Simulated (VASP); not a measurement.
# Pt (Im-3m) in VASP: further runs

One crystal, Pt, is run at these levels: LDA; tasks: single point.

Everything below comes from runs of VASP 6.6.1. Logs are shortened: lines on timing, memory, paths and dates and some standing lists are left out, and cuts for length are marked.

### 1 The structure

Symmetry: Im-3m, No. 229, cubic system. Conventional cell: a = 3.168 Å, b = 3.168 Å, c = 3.168 Å, α = 90.00°, β = 90.00°, γ = 90.00°. Pt (site symmetry m-3m) has 8 Pt at 2.74 Å as nearest neighbours.

This isn't the form of Pt at room conditions, which is fcc.

### 2 Single point, LDA

INCAR reads:

```
PREC = Accurate
ENCUT = 400
EDIFF = 1E-6
ISMEAR = 1
SIGMA = 0.15
LREAL = False
LASPH = True
NELM = 100
ALGO = Normal
ISIF = 2
LWAVE = False
LCHARG = False
GGA = CA
ADDGRID = False
```

KPOINTS reads:

```
Automatic mesh
0
Gamma
  15 15 15
```

POSCAR reads:

```
Pt
1.0
   -1.5842200000      1.5842200000      1.5842200000
    1.5842200000     -1.5842200000      1.5842200000
    1.5842200000      1.5842200000     -1.5842200000
Pt
1
Direct
    0.0000000000      0.0000000000      0.0000000000
```

Potentials or basis: VASP PAW LDA potentials, release 64 (Pt).

The run is started by

```
cat potpaw_LDA.64/Pt/POTCAR > POTCAR
mpirun -np 1 vasp_std > vasp.out
```

OUTCAR:

```text
PREC = Accurate
   ENCUT = 400
   EDIFF = 1E-6
   ISMEAR = 1
   LREAL = False
   LASPH = True
   NELM = 100
   ISIF = 2
   GGA = CA

 Found    120 irreducible k-points:

 Following reciprocal coordinates:
            Coordinates               Weight
  0.000000  0.000000  0.000000      1.000000
  0.066667  0.000000  0.000000     12.000000
  0.133333  0.000000  0.000000     12.000000
  0.200000  0.000000  0.000000     12.000000
  0.266667  0.000000  0.000000     12.000000
  0.333333  0.000000  0.000000     12.000000
   k-points           NKPTS =    120   k-points in BZ     NKDIM =    120   number of bands    NBANDS=      9
   number of dos      NEDOS =    301   number of ions     NIONS =      1
   total plane-waves  NPLWV =   5832
   dimension x,y,z NGX =    18 NGY =   18 NGZ =   18
   dimension x,y,z NGXF=    36 NGYF=   36 NGZF=   36
   ions per type =               1
   NGX,Y,Z   is equivalent  to a cutoff of  10.91, 10.91, 10.91 a.u.
   NGXF,Y,Z  is equivalent  to a cutoff of  21.81, 21.81, 21.81 a.u.
 SYSTEM =  unknown system
   PREC   = accura    normal or accurate (medium, high low for compatibility)
   ISTART =      0    job   : 0-new  1-cont  2-samecut
   ICHARG =      2    charge: 1-file 2-atom 10-const
   ISPIN  =      1    spin polarized calculation?
   LNONCOLLINEAR =      F non collinear calculations
   LSORBIT =      F    spin-orbit coupling
   LASPH  =      T    aspherical Exc in radial PAW
   ENCUT  =  400.0 eV  29.40 Ry    5.42 a.u.   4.47  4.47  4.47*2*pi/ulx,y,z
   NELM   =    100;   NELMIN=  2; NELMDL= -5     # of ELM steps
   EDIFF  = 0.1E-05   stopping-criterion for ELM
   LREAL  =      F    real-space projection
   EDIFFG = 0.1E-04   stopping-criterion for IOM
   NSW    =      0    number of steps for IOM
   IBRION =     -1    ionic relax: 0-MD 1-quasi-New 2-CG
   NFREE  =      0    steps in history (QN), initial steepest desc. (CG)
   ISIF   =      2    stress and relaxation
   ISYM   =      2    0-nonsym 1-usesym 2-fastsym
   POTIM  = 0.5000    time-step for ionic-motion
   TEBEG  =    0.0;   TEEND  =   0.0 temperature during run
   PSTRESS=    0.0 pullay stress
   NELECT =      10.0000    total number of electrons
   NUPDOWN=      -1.0000    fix difference up-down
   EMIN   =  10.00;   EMAX   =-10.00  energy-range for DOS
   EFERMI =   0.00;   METHOD = LEGACY
   ISMEAR =     1;   SIGMA  =   0.15  broadening in eV -4-tet -1-fermi 0-gaus
   EFERMI_NEDOS =   21; number of points for ismear=-14 and -15
   IALGO  =     38    algorithm
   IMIX   =      4    mixing-type and parameters
     AMIX     =   0.40;   BMIX     =  1.00
     AMIX_MAG =   1.60;   BMIX_MAG =  1.00
  volume/ion in A,a.u.               =      15.90       107.33
  Fermi-wavevector in a.u.,A,eV,Ry     =   1.402510  2.650360 26.763132  1.967035
  Thomas-Fermi vector in A             =   2.525265
   LORBIT       =      0    0 simple, 1 ext, 2 COOP (PROOUT), +10 PAW based schemes
   GGA     = CA    functional components
   LHFCALC =     F    Hartree Fock is set to
   AEXX    =    0.0000 exact exchange contribution
   IVDW    =     0    specifies the selected vdW correction
   LEPSILON=     F    determine dielectric tensor
   LRPA    =     F    only Hartree local field effects (RPA)
 non-spin polarized calculation
 Methfessel and Paxton  Order N= 1 SIGMA  =   0.15
  energy-cutoff  :      400.00
  volume of cell :       15.90
 maximum number of plane-waves:       321
 NGX is ok and might be reduce to    18
   NGX =  9   NGY =  9   NGZ =  9

 number of electron      10.0000004 magnetization

 Free energy of the ion-electron system (eV)
  ---------------------------------------------------
  ext. energy  EPLUGINS =         0.00000000
  ---------------------------------------------------
  free energy    TOTEN  =        -7.34999757 eV

  energy without entropy =       -7.34977658  energy(sigma->0) =       -7.34992390

 E-fermi :   9.9676     XC(G=0): -13.3763

 val. band max:        9.9570040191   @ k =   0.4667   0.0667  -0.0000
 cond. band min:       9.9752038639   @ k =  -0.4000   0.4000   0.4000
 fundamental gap:      0.0181998448
 Fermi energy:         9.9676070541

 k-point     1 :       0.0000    0.0000    0.0000
  band No.  band energies     occupation
      1       0.4797      2.00000
      2       6.4595      2.00000
      3       6.4595      2.00000
      4       6.4595      2.00000
      5       8.9770      2.00000
      6       8.9770      2.00000
      7      27.0070      0.00000
      8      27.0070      0.00000
      9      27.0070      0.00000

 k-point     2 :       0.0667    0.0000    0.0000
  band No.  band energies     occupation
      1       0.6596      2.00000
      2       6.3894      2.00000
      3       6.4598      2.00000
      4       6.6032      2.00000
      5       8.8863      2.00000
      6       8.9817      2.00000
      7      27.0903      0.00000
      8      27.1496      0.00000
      9      27.2713      0.00000

 k-point     3 :       0.1333    0.0000    0.0000
  band No.  band energies     occupation
      1       1.1772      2.00000
      2       6.1969      2.00000
      3       6.4481      2.00000
      4       7.0248      2.00000
      5       8.6896      2.00000
      6       8.9992      2.00000
      7      27.1563      0.00000
      8      27.2193      0.00000
      9      28.0378      0.00000

 k-point     4 :       0.2000    0.0000    0.0000
  band No.  band energies     occupation
      1       1.9483      2.00000
      2       5.9264      2.00000
      3       6.4328      2.00000
      4       7.6939      2.00000
      5       8.5479      2.00000
      6       9.0360      2.00000
      7      26.1094      0.00000
      8      26.7040      0.00000
      9      29.2303      0.00000

 k-point     5 :       0.2667    0.0000    0.0000
  band No.  band energies     occupation
      1       2.7634      2.00000
      2       5.6332      2.00000
      3       6.5891      2.00000
      4       8.5515      2.00000
      5       8.5586      2.00000
      6       9.0954      2.00000
      7      23.6930      0.00000
      8      25.6669      0.00000
      9      30.7336      0.00000

 k-point     6 :       0.3333    0.0000    0.0000
  band No.  band energies     occupation
      1       3.2817      2.00000
      2       5.3679      2.00000
      3       7.2723      2.00000
      4       8.6997      2.00000
      5       9.1707      2.00000
      6       9.4949      2.00008
      7      20.9248      0.00000
      8      24.5527      0.00000
      9      28.5305      0.00000

 [... further k-points ...]

------------------------ aborting loop because EDIFF is reached ----------------------------------------

  FORCE on cell =-STRESS in cart. coord.  units (eV):
  Direction    XX          YY          ZZ          XY          YZ          ZX
  --------------------------------------------------------------------------------------
  -------------------------------------------------------------------------------------
  Total       -1.5468995     -1.5468995     -1.5468995     -0.0000000      0.0000000     -0.0000000
  in kB     -155.8354347   -155.8354347   -155.8354347     -0.0000000      0.0000000     -0.0000000
  external PRESSURE =    -155.8354347 kB  Pullay stress =       0.0000000 kB

 VOLUME and BASIS-vectors are now :
 -----------------------------------------------------------------------------
  energy-cutoff  :      400.00
  volume of cell :       15.90
      direct lattice vectors                 reciprocal lattice vectors
    -1.584220000  1.584220000  1.584220000     0.000000000  0.315612731  0.315612731
     1.584220000 -1.584220000  1.584220000     0.315612731  0.000000000  0.315612731
     1.584220000  1.584220000 -1.584220000     0.315612731  0.315612731  0.000000000

 POSITION                                       TOTAL-FORCE (eV/Angst)
 -----------------------------------------------------------------------------------
      0.00000      0.00000      0.00000         0.000000      0.000000     -0.000000
 -----------------------------------------------------------------------------------
    total drift:                                0.000000      0.000000     -0.000000

  FREE ENERGIE OF THE ION-ELECTRON SYSTEM (eV)
  ---------------------------------------------------
  free  energy   TOTEN  =        -7.3499975666 eV

  energy  without entropy=       -7.3497765792  energy(sigma->0) =       -7.34992390
```

It took 7.9 s on 1 thread of Intel Xeon Platinum 8488C (Sapphire Rapids), shared host; peak memory 0.12 GiB.

The run converged, but some of its settings lie outside the range that counts as converged, so its numbers aren't taken as properties of the crystal.

Results:

```yaml
Free_energy: -7.3500 eV
Pressure: -15.6 GPa
Band_gap_on_the_k_mesh: none (metal or under the smearing width)
```

### 3 Single point, LDA

INCAR: that of step 2 with these lines changed.

```diff
@@ -1,3 +1,3 @@
 PREC = Accurate
-ENCUT = 400
+ENCUT = 460
 EDIFF = 1E-6
```

KPOINTS is that of step 2.

POSCAR is that of step 2.

Potentials or basis: VASP PAW LDA potentials, release 64 (Pt).

The run is started by

```
cat potpaw_LDA.64/Pt/POTCAR > POTCAR
mpirun -np 1 vasp_std > vasp.out
```

OUTCAR:

```text
PREC = Accurate
   ENCUT = 460
   EDIFF = 1E-6
   ISMEAR = 1
   LREAL = False
   LASPH = True
   NELM = 100
   ISIF = 2
   GGA = CA

 Found    120 irreducible k-points:

 Following reciprocal coordinates:
            Coordinates               Weight
  0.000000  0.000000  0.000000      1.000000
  0.066667  0.000000  0.000000     12.000000
  0.133333  0.000000  0.000000     12.000000
  0.200000  0.000000  0.000000     12.000000
  0.266667  0.000000  0.000000     12.000000
  0.333333  0.000000  0.000000     12.000000
   k-points           NKPTS =    120   k-points in BZ     NKDIM =    120   number of bands    NBANDS=      9
   number of dos      NEDOS =    301   number of ions     NIONS =      1
   total plane-waves  NPLWV =   8000
   dimension x,y,z NGX =    20 NGY =   20 NGZ =   20
   dimension x,y,z NGXF=    40 NGYF=   40 NGZF=   40
   ions per type =               1
   NGX,Y,Z   is equivalent  to a cutoff of  12.12, 12.12, 12.12 a.u.
   NGXF,Y,Z  is equivalent  to a cutoff of  24.23, 24.23, 24.23 a.u.
 SYSTEM =  unknown system
   PREC   = accura    normal or accurate (medium, high low for compatibility)
   ISTART =      0    job   : 0-new  1-cont  2-samecut
   ICHARG =      2    charge: 1-file 2-atom 10-const
   ISPIN  =      1    spin polarized calculation?
   LNONCOLLINEAR =      F non collinear calculations
   LSORBIT =      F    spin-orbit coupling
   LASPH  =      T    aspherical Exc in radial PAW
   ENCUT  =  460.0 eV  33.81 Ry    5.81 a.u.   4.80  4.80  4.80*2*pi/ulx,y,z
   NELM   =    100;   NELMIN=  2; NELMDL= -5     # of ELM steps
   EDIFF  = 0.1E-05   stopping-criterion for ELM
   LREAL  =      F    real-space projection
   EDIFFG = 0.1E-04   stopping-criterion for IOM
   NSW    =      0    number of steps for IOM
   IBRION =     -1    ionic relax: 0-MD 1-quasi-New 2-CG
   NFREE  =      0    steps in history (QN), initial steepest desc. (CG)
   ISIF   =      2    stress and relaxation
   ISYM   =      2    0-nonsym 1-usesym 2-fastsym
   POTIM  = 0.5000    time-step for ionic-motion
   TEBEG  =    0.0;   TEEND  =   0.0 temperature during run
   PSTRESS=    0.0 pullay stress
   NELECT =      10.0000    total number of electrons
   NUPDOWN=      -1.0000    fix difference up-down
   EMIN   =  10.00;   EMAX   =-10.00  energy-range for DOS
   EFERMI =   0.00;   METHOD = LEGACY
   ISMEAR =     1;   SIGMA  =   0.15  broadening in eV -4-tet -1-fermi 0-gaus
   EFERMI_NEDOS =   21; number of points for ismear=-14 and -15
   IALGO  =     38    algorithm
   IMIX   =      4    mixing-type and parameters
     AMIX     =   0.40;   BMIX     =  1.00
     AMIX_MAG =   1.60;   BMIX_MAG =  1.00
  volume/ion in A,a.u.               =      15.90       107.33
  Fermi-wavevector in a.u.,A,eV,Ry     =   1.402510  2.650360 26.763132  1.967035
  Thomas-Fermi vector in A             =   2.525265
   LORBIT       =      0    0 simple, 1 ext, 2 COOP (PROOUT), +10 PAW based schemes
   GGA     = CA    functional components
   LHFCALC =     F    Hartree Fock is set to
   AEXX    =    0.0000 exact exchange contribution
   IVDW    =     0    specifies the selected vdW correction
   LEPSILON=     F    determine dielectric tensor
   LRPA    =     F    only Hartree local field effects (RPA)
 non-spin polarized calculation
 Methfessel and Paxton  Order N= 1 SIGMA  =   0.15
  energy-cutoff  :      460.00
  volume of cell :       15.90
 maximum number of plane-waves:       370
   NGX =  9   NGY =  9   NGZ =  9

 number of electron      10.0000000 magnetization

 Free energy of the ion-electron system (eV)
  ---------------------------------------------------
  ext. energy  EPLUGINS =         0.00000000
  ---------------------------------------------------
  free energy    TOTEN  =        -7.35012835 eV

  energy without entropy =       -7.34990636  energy(sigma->0) =       -7.35005435

 E-fermi :   9.9676     XC(G=0): -13.3763

 val. band max:        9.9569671214   @ k =   0.4667   0.0667  -0.0000
 cond. band min:       9.9750934897   @ k =  -0.4000   0.4000   0.4000
 fundamental gap:      0.0181263683
 Fermi energy:         9.9675529357

 k-point     1 :       0.0000    0.0000    0.0000
  band No.  band energies     occupation
      1       0.4798      2.00000
      2       6.4595      2.00000
      3       6.4595      2.00000
      4       6.4595      2.00000
      5       8.9770      2.00000
      6       8.9770      2.00000
      7      27.0067      0.00000
      8      27.0067      0.00000
      9      27.0067      0.00000
[... 49 lines left out ...]
 k-point     6 :       0.3333    0.0000    0.0000
  band No.  band energies     occupation
      1       3.2817      2.00000
      2       5.3679      2.00000
      3       7.2723      2.00000
      4       8.6996      2.00000
      5       9.1706      2.00000
      6       9.4949      2.00008
      7      20.9248      0.00000
      8      24.5525      0.00000
      9      28.5305      0.00000

 [... further k-points ...]

------------------------ aborting loop because EDIFF is reached ----------------------------------------

  FORCE on cell =-STRESS in cart. coord.  units (eV):
  Direction    XX          YY          ZZ          XY          YZ          ZX
  --------------------------------------------------------------------------------------
  -------------------------------------------------------------------------------------
  Total       -1.5375146     -1.5375146     -1.5375146      0.0000000      0.0000000     -0.0000000
  in kB     -154.8899927   -154.8899927   -154.8899927      0.0000000      0.0000000     -0.0000000
  external PRESSURE =    -154.8899927 kB  Pullay stress =       0.0000000 kB

 VOLUME and BASIS-vectors are now :
 -----------------------------------------------------------------------------
  energy-cutoff  :      460.00
  volume of cell :       15.90
      direct lattice vectors                 reciprocal lattice vectors
    -1.584220000  1.584220000  1.584220000     0.000000000  0.315612731  0.315612731
     1.584220000 -1.584220000  1.584220000     0.315612731  0.000000000  0.315612731
     1.584220000  1.584220000 -1.584220000     0.315612731  0.315612731  0.000000000

 POSITION                                       TOTAL-FORCE (eV/Angst)
 -----------------------------------------------------------------------------------
      0.00000      0.00000      0.00000        -0.000000      0.000000     -0.000000
 -----------------------------------------------------------------------------------
    total drift:                                0.000000     -0.000000      0.000000

  FREE ENERGIE OF THE ION-ELECTRON SYSTEM (eV)
  ---------------------------------------------------
  free  energy   TOTEN  =        -7.3501283475 eV

  energy  without entropy=       -7.3499063619  energy(sigma->0) =       -7.35005435
```

stdout:

```text
POSCAR found type information on POSCAR Pt
 POSCAR found :  1 types and       1 ions
 scaLAPACK will be used
 LDA part: xc-table for (Slater(with rela. corr.)+CA(PZ))
 , standard interpolation
 POSCAR, INCAR and KPOINTS ok, starting setup
 FFT: planning ... GRIDC
 FFT: planning ... GRID_SOFT
 FFT: planning ... GRID
 WAVECAR not read
 entering main loop
```

It took 8.7 s on 1 thread of Intel Xeon Platinum 8488C (Sapphire Rapids), shared host; peak memory 0.13 GiB.

The run converged, but some of its settings lie outside the range that counts as converged, so its numbers aren't taken as properties of the crystal.

What came out:

```yaml
Free_energy: -7.3501 eV
Pressure: -15.5 GPa
Band_gap_on_the_k_mesh: none (metal or under the smearing width)
```

(Part 1 of 2 ends here.)
